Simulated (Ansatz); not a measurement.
Step by step: TiTe, relaxation of cell and atoms

Level of theory: DFT, PBE, PAW with Ansatz's default frozen-core files, scalar-relativistic in Ansatz 0.2.0.

Command: `ansatz run input.yaml --threads 1 --pin off --max-ram 3072MiB --backend cpu --events-out ev --progress --plain --runs-dir out` The run took about 200 s on 1 thread of a shared machine.

```yaml
crystal:
  lattice:
    - [4.5501782343, 0.0, 0.0]
    - [-2.2750891172, 3.9405699427, 0.0]
    - [0.0, 0.0, 7.416790522]
  atoms:
    - { symbol: Ti, position: [0.3333333333, 0.6666666667, 0.0] }
    - { symbol: Ti, position: [0.6666666667, 0.3333333333, 0.5] }
    - { symbol: Te, position: [0.3333333333, 0.6666666667, 0.376] }
    - { symbol: Te, position: [0.6666666667, 0.3333333333, 0.876] }
kpoints:
  mp_grid: { grid: [8, 8, 5] }
scf:
  occupations: { method: fermi_dirac, width: 0.05 }
hamiltonian:
  xc: pbe
  pseudopotentials: { kind: paw }
output:
  forces: true
  stress: true
relax:
  f_tol: 0.005
  max_steps: 80
  cell: {}
```

No spin–orbit coupling, which matters for the heavy atoms here.

The cell is built from the wurtzite type as a first guess.

The cutoff is 420 eV; energies and pressures of the walk include the program's estimate of the Pulay term.

Each frame lists the cell vectors (Å), then Cartesian positions (Å) and forces (eV/Å). Free energies count from the first step, -18959.2351 eV.

The walk took 17 evaluations in all; steps that aren't listed are left out.

Step 1: E = 0.0 meV, P = -3.40 GPa

```
cell 4.5502 0.0000 0.0000 -2.2751 3.9406 0.0000 0.0000 0.0000 7.4168
Ti    0.0000    2.6270    0.0000     0.000   0.000   0.201
Ti    2.2751    1.3135    3.7084     0.000   0.000   0.201
Te    0.0000    2.6270    2.7887     0.000   0.000  -0.201
Te    2.2751    1.3135    6.4971     0.000   0.000  -0.201
```

Step 2: E = -115.6 meV, P = 2.60 GPa

```
cell 4.3285 0.0000 0.0000 -2.1643 3.7486 0.0000 0.0000 0.0000 7.2254
Ti    0.0000    2.4991    0.0476     0.000   0.000  -0.091
Ti    2.1643    1.2495    3.6603     0.000   0.000  -0.091
Te    0.0000    2.4991    2.6691     0.000   0.000   0.091
Te    2.1643    1.2495    6.2818     0.000   0.000   0.091
```

Step 3: E = -258.0 meV, P = 0.10 GPa

```
cell 4.2827 0.0000 0.0000 -2.1414 3.7089 0.0000 0.0000 0.0000 7.5850
Ti    0.0000    2.4726    0.0964     0.000   0.000  -0.051
Ti    2.1414    1.2363    3.8889     0.000   0.000  -0.051
Te    0.0000    2.4726    2.7555     0.000   0.000   0.051
Te    2.1414    1.2363    6.5480     0.000   0.000   0.051
```

Step 4: E = -388.0 meV, P = -0.83 GPa

```
cell 4.1504 0.0000 0.0000 -2.0752 3.5943 0.0000 0.0000 0.0000 7.9508
Ti    0.0000    2.3962    0.1646     0.000   0.000  -0.222
Ti    2.0752    1.1981    4.1400     0.000   0.000  -0.222
Te    0.0000    2.3962    2.8249     0.000   0.000   0.222
Te    2.0752    1.1981    6.8003     0.000   0.000   0.222
```

Step 5: E = -511.2 meV, P = -0.97 GPa

```
cell 3.9695 0.0000 0.0000 -1.9847 3.4377 0.0000 0.0000 0.0000 8.3127
Ti    0.0000    2.2918    0.2254     0.000   0.000  -0.212
Ti    1.9847    1.1459    4.3817     0.000   0.000  -0.212
Te    0.0000    2.2918    2.9002     0.000   0.000   0.212
Te    1.9847    1.1459    7.0565     0.000   0.000   0.212
```

Step 6: E = -584.6 meV, P = 0.04 GPa

```
cell 3.7500 0.0000 0.0000 -1.8750 3.2476 0.0000 0.0000 0.0000 8.6653
Ti    0.0000    2.1650    0.2789     0.000   0.000   0.066
Ti    1.8750    1.0825    4.6116     0.000   0.000   0.066
Te    0.0000    2.1650    2.9792     0.000   0.000  -0.066
Te    1.8750    1.0825    7.3119     0.000   0.000  -0.066
```

Step 7: E = -541.1 meV, P = -0.46 GPa, step rejected

```
cell 3.5644 0.0000 0.0000 -1.7822 3.0868 0.0000 0.0000 0.0000 9.0251
Ti    0.0000    2.0579    0.3541     0.000   0.000  -0.574
Ti    1.7822    1.0289    4.8667     0.000   0.000  -0.574
Te    0.0000    2.0579    3.0393     0.000   0.000   0.574
Te    1.7822    1.0289    7.5518     0.000   0.000   0.574
```

Step 8: E = -593.4 meV, P = 0.10 GPa

```
cell 3.7093 0.0000 0.0000 -1.8546 3.2123 0.0000 0.0000 0.0000 8.7399
Ti    0.0000    2.1416    0.2911     0.000   0.000   0.064
Ti    1.8546    1.0708    4.6610     0.000   0.000   0.064
Te    0.0000    2.1416    2.9952     0.000   0.000  -0.064
Te    1.8546    1.0708    7.3651     0.000   0.000  -0.064
```

Step 9: E = -592.2 meV, P = -0.11 GPa, step rejected

```
cell 3.6192 0.0000 0.0000 -1.8096 3.1343 0.0000 0.0000 0.0000 8.9194
Ti    0.0000    2.0895    0.3234     0.000   0.000  -0.138
Ti    1.8096    1.0448    4.7832     0.000   0.000  -0.138
Te    0.0000    2.0895    3.0303     0.000   0.000   0.138
Te    1.8096    1.0448    7.4900     0.000   0.000   0.138
```

Step 10: E = -598.4 meV, P = -0.04 GPa

```
cell 3.6674 0.0000 0.0000 -1.8337 3.1761 0.0000 0.0000 0.0000 8.8297
Ti    0.0000    2.1174    0.3051     0.000   0.000   0.013
Ti    1.8337    1.0587    4.7199     0.000   0.000   0.013
Te    0.0000    2.1174    3.0149     0.000   0.000  -0.013
Te    1.8337    1.0587    7.4297     0.000   0.000  -0.013
```

Step 11: E = -598.4 meV, P = -0.06 GPa

```
cell 3.6676 0.0000 0.0000 -1.8338 3.1763 0.0000 0.0000 0.0000 8.8287
Ti    0.0000    2.1175    0.3057     0.000   0.000  -0.003
Ti    1.8338    1.0588    4.7201     0.000   0.000  -0.003
Te    0.0000    2.1175    3.0139     0.000   0.000   0.003
Te    1.8338    1.0588    7.4283     0.000   0.000   0.003
```

Step 12: E = -598.4 meV, P = 0.02 GPa

```
cell 3.6616 0.0000 0.0000 -1.8308 3.1711 0.0000 0.0000 0.0000 8.8354
Ti    0.0000    2.1141    0.3069     0.000   0.000   0.000
Ti    1.8308    1.0570    4.7246     0.000   0.000   0.000
Te    0.0000    2.1141    3.0152     0.000   0.000   0.000
Te    1.8308    1.0570    7.4329     0.000   0.000   0.000
```

Step 13: E = -618.7 meV, P = 0.40 GPa (the cell of the step before, solved again on a basis chosen afresh, hence the jump)

```
cell 3.6616 0.0000 0.0000 -1.8308 3.1711 0.0000 0.0000 0.0000 8.8354
Ti    0.0000    2.1141    0.3069     0.000   0.000   0.002
Ti    1.8308    1.0570    4.7246     0.000   0.000   0.002
Te    0.0000    2.1141    3.0152     0.000   0.000  -0.002
Te    1.8308    1.0570    7.4329     0.000   0.000  -0.002
```

Step 14: E = -622.4 meV, P = 0.04 GPa

```
cell 3.6429 0.0000 0.0000 -1.8215 3.1549 0.0000 0.0000 0.0000 8.9095
Ti    0.0000    2.1032    0.3129     0.000   0.000   0.007
Ti    1.8215    1.0516    4.7677     0.000   0.000   0.007
Te    0.0000    2.1032    3.0371     0.000   0.000  -0.007
Te    1.8215    1.0516    7.4919     0.000   0.000  -0.007
```

Step 15: E = -622.8 meV, P = 0.01 GPa

```
cell 3.6301 0.0000 0.0000 -1.8150 3.1437 0.0000 0.0000 0.0000 8.9406
Ti    0.0000    2.0958    0.3167     0.000   0.000  -0.005
Ti    1.8150    1.0479    4.7870     0.000   0.000  -0.005
Te    0.0000    2.0958    3.0450     0.000   0.000   0.005
Te    1.8150    1.0479    7.5152     0.000   0.000   0.005
```

(1) How does the relaxation end?

Answers

(1) It converges, with a = 3.633 Å, b = 3.633 Å, c = 8.936 Å, α = 90.00°, β = 90.00°, γ = 120.00° (conventional cell, space group P6_3mc). The last solve (on a basis chosen afresh for the final cell, so its energy is not quite comparable) gives E = -622.7 meV, P = 0.00 GPa:
```
cell 3.6326 0.0000 0.0000 -1.8163 3.1459 0.0000 0.0000 0.0000 8.9364
Ti    0.0000    2.0973    0.3159     0.000   0.000   0.000
Ti    1.8163    1.0486    4.7841     0.000   0.000   0.000
Te    0.0000    2.0973    3.0442     0.000   0.000   0.000
Te    1.8163    1.0486    7.5124     0.000   0.000   0.000
```
